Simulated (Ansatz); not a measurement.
Al3Cu: how the energy converges with the cutoff

Al3Cu, P1, a = 2.756 Å, b = 2.828 Å, c = 7.588 Å, α, β, γ = 89.8°, 89.5°, 89.7°. Ansatz: PBEsol, PAW, cutoff varied, Γ-centred 10×10×4 mesh on 4 atoms, Gaussian smearing 0.10 eV; no spin polarisation. Single points at one geometry with displaced atoms, the cutoff alone changed; ΔE is the energy at zero smearing over the run at 600 eV. The runs up to 350 eV lie under the cutoff recommended for these PAW datasets.

```
cutoff (eV)  ΔE (meV/atom)
        200              ?
        250         720.85
        300          92.35
        350           9.43
        420           0.93
```

**Question.** Assume ΔE falls exponentially with the cutoff, fit y = ln ΔE against x, the cutoff in eV, to the other rows, and predict the missing value.

**Answer.** y = 6.580, 4.526, 2.244, -0.073. Means x = 330.0, y = 3.3192; Σ(Δx)² = 15800, ΣΔxΔy = -623.9; the slope is their ratio. y = 16.35 − 0.03949 x, a factor of ten per 58 eV. At 200 eV this gives ΔE = 4684.43 meV/atom. The run gave 4058.89, a ratio of 1.15. Between neighbouring rows the decay runs from a factor of ten per 50 eV to one per 70 eV, so one exponential is only a rough guide.

Cost: 6 runs of about 2.1 core-minutes in all, on Intel Xeon Platinum 8259CL (Skylake/Cascade Lake) (shared hosts).